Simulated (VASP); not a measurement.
# B (P6/mmm) in VASP: single point with PBE+D3(BJ)

Aim: the single point of B with PBE+D3(BJ).

Program: VASP 6.6.1. These are calculated values, not measurements. Logs are shortened: lines on timing, memory, paths and dates and some standing lists are left out, and cuts for length are marked.

**1. The crystal as given**

The structure is hexagonal, space group P6/mmm (No. 191). The conventional cell has a = 1.702 Å, b = 1.702 Å, c = 3.635 Å, α = 90.00°, β = 90.00°, γ = 120.00°. B (site symmetry 6/mmm) is surrounded by 6 B at 1.70 Å.

This isn't the form of B at room conditions, which is rhombohedral.

**2. Single point, PBE+D3(BJ)**

File INCAR:

```
SYSTEM = B
PREC = Accurate
ENCUT = 520
EDIFF = 1E-7
ISMEAR = 0
SIGMA = 0.1
LREAL = .False.
LASPH = .True.
NELM = 60
ALGO = Normal
ISIF = 2
LWAVE = .False.
LCHARG = .False.
GGA = PE
IVDW = 12
NBANDS = 8
```

File KPOINTS:

```
Automatic mesh
0
Gamma
  12 12 6
  0 0 0
```

File POSCAR:

```
B
1.0
    1.7024335758      0.0000000000      0.0000000000
   -0.8512167879      1.4743507249      0.0000000000
    0.0000000000      0.0000000000      3.6354228500
B
1
Direct
    0.0000000000      0.0000000000      0.0000000000
```

Potentials or basis: VASP PAW PBE potentials, release 64 (B).

Launch:

```console
cat potpaw_PBE.64/B/POTCAR > POTCAR
mpirun -np 1 vasp_std > vasp.out
```

OUTCAR:

```text
SYSTEM = B
   PREC = Accurate
   ENCUT = 520
   EDIFF = 1E-7
   ISMEAR = 0
   LREAL = .False.
   LASPH = .True.
   NELM = 60
   ISIF = 2
   GGA = PE
   IVDW = 12
 IVDW          = 12

 ion  position               nearest neighbor table
   1  0.000  0.000  0.000-

  LATTYP: Found a hexagonal cell.
 ALAT       =     1.7024335758
 C/A-ratio  =     2.1354271331

  Lattice vectors:

 A1 = (   1.7024335758,   0.0000000000,   0.0000000000)
 A2 = (  -0.8512167879,   1.4743507249,   0.0000000000)
 A3 = (   0.0000000000,   0.0000000000,   3.6354228500)

Analysis of symmetry for initial positions (statically):
=====================================================================
 Subroutine PRICEL returns:
 Original cell was already a primitive cell.

 Routine SETGRP: Setting up the symmetry group for a
 hexagonal supercell.

 Subroutine GETGRP returns: Found 24 space group operations
 (whereof 24 operations were pure point group operations)
 out of a pool of 24 trial point group operations.

The static configuration has the point symmetry D_6h.

Analysis of symmetry for dynamics (positions and initial velocities):
=====================================================================
 Subroutine PRICEL returns:
 Original cell was already a primitive cell.

 Routine SETGRP: Setting up the symmetry group for a
 hexagonal supercell.

 Subroutine GETGRP returns: Found 24 space group operations
 (whereof 24 operations were pure point group operations)
 out of a pool of 24 trial point group operations.

The dynamic configuration has the point symmetry D_6h.

 Subroutine INISYM returns: Found 24 space group operations
 (whereof 24 operations are pure point group operations),
 and found     1 'primitive' translations

----------------------------------------------------------------------------------------

                                     Primitive cell

  volume of cell :       9.1249

  direct lattice vectors                    reciprocal lattice vectors
     1.702433576  0.000000000  0.000000000     0.587394430  0.339132332  0.000000000
    -0.851216788  1.474350725  0.000000000     0.000000000  0.678264665  0.000000000
     0.000000000  0.000000000  3.635422850     0.000000000  0.000000000  0.275071165

  length of vectors
     1.702433576  1.702433576  3.635422850     0.678264665  0.678264665  0.275071165

  position of ions in fractional coordinates (direct lattice)
     0.000000000  0.000000000  0.000000000

  ion indices of the primitive-cell ions
   primitive index   ion index
                 1           1

----------------------------------------------------------------------------------------

 KPOINTS: Automatic mesh

Automatic generation of k-mesh.
 Grid dimensions read from file:
 generate k-points for:   12   12    6

 Generating k-lattice:

  Cartesian coordinates                     Fractional coordinates (reciprocal lattice)
     0.048949536  0.028261028  0.000000000     0.083333333 -0.000000000  0.000000000
     0.000000000  0.056522055  0.000000000     0.000000000  0.083333333  0.000000000
     0.000000000  0.000000000  0.045845194     0.000000000  0.000000000  0.166666667

  Length of vectors
     0.056522055  0.056522055  0.045845194

  Shift w.r.t. Gamma in fractional coordinates (k-lattice)
     0.000000000  0.000000000  0.000000000

 Subroutine IBZKPT returns following result:
 ===========================================

 Found     76 irreducible k-points:

 Following reciprocal coordinates:
            Coordinates               Weight
  0.000000  0.000000  0.000000      1.000000
  0.083333  0.000000  0.000000      6.000000
  0.166667  0.000000  0.000000      6.000000
  0.250000 -0.000000  0.000000      6.000000
  0.333333  0.000000  0.000000      6.000000
  0.416667  0.000000  0.000000      6.000000
[... 16 lines left out ...]
  0.250000 -0.000000  0.166667     12.000000
  0.333333  0.000000  0.166667     12.000000
 [... further k-points ...]
   k-points           NKPTS =     76   k-points in BZ     NKDIM =     76   number of bands    NBANDS=      8
   number of dos      NEDOS =    301   number of ions     NIONS =      1
   total plane-waves  NPLWV =   5488
   dimension x,y,z NGX =    14 NGY =   14 NGZ =   28
   dimension x,y,z NGXF=    28 NGYF=   28 NGZF=   56
   ions per type =               1
   NGX,Y,Z   is equivalent  to a cutoff of  13.67, 13.67, 12.80 a.u.
   NGXF,Y,Z  is equivalent  to a cutoff of  27.34, 27.34, 25.61 a.u.
 SYSTEM =  B
   PREC   = accura    normal or accurate (medium, high low for compatibility)
   ISTART =      0    job   : 0-new  1-cont  2-samecut
   ICHARG =      2    charge: 1-file 2-atom 10-const
   ISPIN  =      1    spin polarized calculation?
   LNONCOLLINEAR =      F non collinear calculations
   LSORBIT =      F    spin-orbit coupling
   LASPH  =      T    aspherical Exc in radial PAW
   ENCUT  =  520.0 eV  38.22 Ry    6.18 a.u.   3.17  3.17  6.76*2*pi/ulx,y,z
   NELM   =     60;   NELMIN=  2; NELMDL= -5     # of ELM steps
   EDIFF  = 0.1E-06   stopping-criterion for ELM
   LREAL  =      F    real-space projection
   EDIFFG = 0.1E-05   stopping-criterion for IOM
   NSW    =      0    number of steps for IOM
   IBRION =     -1    ionic relax: 0-MD 1-quasi-New 2-CG
   NFREE  =      0    steps in history (QN), initial steepest desc. (CG)
   ISIF   =      2    stress and relaxation
   ISYM   =      2    0-nonsym 1-usesym 2-fastsym
   POTIM  = 0.5000    time-step for ionic-motion
   TEBEG  =    0.0;   TEEND  =   0.0 temperature during run
   PSTRESS=    0.0 pullay stress
   NELECT =       3.0000    total number of electrons
   NUPDOWN=      -1.0000    fix difference up-down
   EMIN   =  10.00;   EMAX   =-10.00  energy-range for DOS
   EFERMI =   0.00;   METHOD = LEGACY
   ISMEAR =     0;   SIGMA  =   0.10  broadening in eV -4-tet -1-fermi 0-gaus
   EFERMI_NEDOS =   21; number of points for ismear=-14 and -15
   IALGO  =     38    algorithm
   IMIX   =      4    mixing-type and parameters
     AMIX     =   0.40;   BMIX     =  1.00
     AMIX_MAG =   1.60;   BMIX_MAG =  1.00
  volume/ion in A,a.u.               =       9.12        61.58
  Fermi-wavevector in a.u.,A,eV,Ry     =   1.129900  2.135201 17.370199  1.276674
  Thomas-Fermi vector in A             =   2.266595
   LORBIT       =      0    0 simple, 1 ext, 2 COOP (PROOUT), +10 PAW based schemes
   GGA     = PE    functional components
   LHFCALC =     F    Hartree Fock is set to
   AEXX    =    0.0000 exact exchange contribution
   IVDW    =    12    specifies the selected vdW correction
   LEPSILON=     F    determine dielectric tensor
   LRPA    =     F    only Hartree local field effects (RPA)
 non-spin polarized calculation
 Gauss-broadening in eV      SIGMA  =   0.10
  energy-cutoff  :      520.00
  volume of cell :        9.12
 maximum number of plane-waves:       258
 NGX is ok and might be reduce to    14
   NGX =  7   NGY =  7   NGZ = 13

 number of electron       3.0000000 magnetization

 Free energy of the ion-electron system (eV)
  ---------------------------------------------------
  ext. energy  EPLUGINS =         0.00000000
  ---------------------------------------------------
  free energy    TOTEN  =        -5.96559006 eV

  energy without entropy =       -5.96133603  energy(sigma->0) =       -5.96346304

 E-fermi :   5.3046     XC(G=0): -10.0864

 val. band max:        5.2971999577   @ k =   0.3333   0.2500   0.5000
 cond. band min:       5.3061734341   @ k =   0.2500   0.1667   0.5000
 fundamental gap:      0.0089734764
 Fermi energy:         5.3046099087

 k-point     1 :       0.0000    0.0000    0.0000
  band No.  band energies     occupation
      1     -11.8611      2.00000
      2      -1.4280      2.00000
      3       7.6592      0.00000
      4      30.3526      0.00000
      5      30.3526      0.00000
      6      31.3719      0.00000
      7      37.3075      0.00000
      8      51.5802      0.00000

 k-point     2 :       0.0833    0.0000    0.0000
  band No.  band energies     occupation
      1     -11.5383      2.00000
      2      -0.9709      2.00000
      3       8.0546      0.00000
      4      28.6593      0.00000
      5      29.3713      0.00000
      6      31.7114      0.00000
      7      38.2083      0.00000
      8      46.8843      0.00000

 k-point     3 :       0.1667    0.0000    0.0000
  band No.  band energies     occupation
      1     -10.5770      2.00000
      2       0.3943      2.00000
      3       9.2178      0.00000
      4      24.5409      0.00000
      5      27.2055      0.00000
      6      32.5711      0.00000
      7      39.1945      0.00000
      8      44.5744      0.00000

 k-point     4 :       0.2500   -0.0000    0.0000
  band No.  band energies     occupation
      1      -9.0071      2.00000
      2       2.6433      2.00000
      3      10.9577      0.00000
      4      19.5623      0.00000
      5      24.9350      0.00000
      6      32.7302      0.00000
      7      39.1310      0.00000
      8      40.9471      0.00000

 k-point     5 :       0.3333    0.0000    0.0000
  band No.  band energies     occupation
      1      -6.9240      2.00000
      2       5.7044      0.00000
      3      11.4031      0.00000
      4      16.8166      0.00000
      5      23.1091      0.00000
      6      28.6186      0.00000
      7      36.7959      0.00000
      8      39.3616      0.00000

 k-point     6 :       0.4167    0.0000    0.0000
  band No.  band energies     occupation
      1      -4.6675      2.00000
      2       8.3059      0.00000
      3       9.2951      0.00000
      4      19.4662      0.00000
      5      21.9546      0.00000
      6      22.9659      0.00000
      7      30.0604      0.00000
      8      39.8414      0.00000

 k-point     7 :       0.5000   -0.0000    0.0000
  band No.  band energies     occupation
      1      -3.4498      2.00000
      2       6.5354      0.00000
      3      11.6439      0.00000
      4      19.8324      0.00000
      5      21.5616      0.00000
      6      23.3224      0.00000
      7      25.0895      0.00000
      8      40.0770      0.00000
[... 133 lines left out ...]
 k-point    20 :       0.0000    0.0000    0.1667
  band No.  band energies     occupation
      1     -11.7850      2.00000
      2      -1.9919      2.00000
      3       8.9082      0.00000
      4      27.4833      0.00000
      5      30.3546      0.00000
      6      30.3546      0.00000
      7      41.5798      0.00000
      8      51.6093      0.00000

 k-point    21 :       0.0833    0.0000    0.1667
  band No.  band energies     occupation
      1     -11.4644      2.00000
      2      -1.5338      2.00000
      3       9.3046      0.00000
      4      27.1745      0.00000
      5      29.3738      0.00000
      6      29.6065      0.00000
      7      42.0740      0.00000
      8      46.9354      0.00000

 k-point    22 :       0.1667    0.0000    0.1667
  band No.  band energies     occupation
      1     -10.5092      2.00000
      2      -0.1652      2.00000
      3      10.4643      0.00000
      4      24.1950      0.00000
      5      27.2090      0.00000
      6      29.6949      0.00000
      7      41.5546      0.00000
      8      44.6803      0.00000

 k-point    23 :       0.2500   -0.0000    0.1667
  band No.  band energies     occupation
      1      -8.9488      2.00000
      2       2.0930      2.00000
      3      12.1389      0.00000
      4      19.5158      0.00000
      5      24.9393      0.00000
      6      30.6550      0.00000
      7      37.5145      0.00000
      8      41.9095      0.00000

 k-point    24 :       0.3333    0.0000    0.1667
  band No.  band energies     occupation
      1      -6.8785      2.00000
      2       5.1736      1.93613
      3      11.9171      0.00000
      4      17.4584      0.00000
      5      23.1139      0.00000
      6      28.1531      0.00000
      7      34.9869      0.00000
      8      38.3240      0.00000

 [... further k-points ...]

------------------------ aborting loop because EDIFF is reached ----------------------------------------

 Edisp (eV)   -0.15802

 E8    (eV) :    -0.0517

  FORCE on cell =-STRESS in cart. coord.  units (eV):
  Direction    XX          YY          ZZ          XY          YZ          ZX
  --------------------------------------------------------------------------------------
  -------------------------------------------------------------------------------------
  Total       0.18528     0.18528    -0.02925     0.00000     0.00000     0.00000
  in kB      32.53132    32.53132    -5.13517     0.00000     0.00000     0.00000
  external pressure =       19.98 kB  Pullay stress =        0.00 kB

 VOLUME and BASIS-vectors are now :
 -----------------------------------------------------------------------------
  energy-cutoff  :      520.00
  volume of cell :        9.12
      direct lattice vectors                 reciprocal lattice vectors
     1.702433576  0.000000000  0.000000000     0.587394430  0.339132332  0.000000000
    -0.851216788  1.474350725  0.000000000     0.000000000  0.678264665  0.000000000
     0.000000000  0.000000000  3.635422850     0.000000000  0.000000000  0.275071165

 POSITION                                       TOTAL-FORCE (eV/Angst)
 -----------------------------------------------------------------------------------
      0.00000      0.00000      0.00000         0.000000      0.000000      0.000000
 -----------------------------------------------------------------------------------
    total drift:                               -0.000000     -0.000000     -0.000000

  FREE ENERGIE OF THE ION-ELECTRON SYSTEM (eV)
  ---------------------------------------------------
  free  energy   TOTEN  =        -6.1236086569 eV

  energy  without entropy=       -6.1193546293  energy(sigma->0) =       -6.12148164
```

Wall time 2.8 s (1 thread of Intel Xeon 6975P-C (Granite Rapids), shared host); peak memory 0.12 GiB.

What came out:

```
Free energy                : -6.1236 eV
Pressure                   : 2.0 GPa
Band gap on the k mesh     : none (metal or under the smearing width)
Dispersion energy per atom : -0.158 eV
```

Stress tensor (GPa, compression positive):
```
 3.25  0.00  0.00
 0.00  3.25  0.00
 0.00  0.00 -0.51
```

Caveat: pairwise dispersion overbinds metals, which lowers pressure and volume.
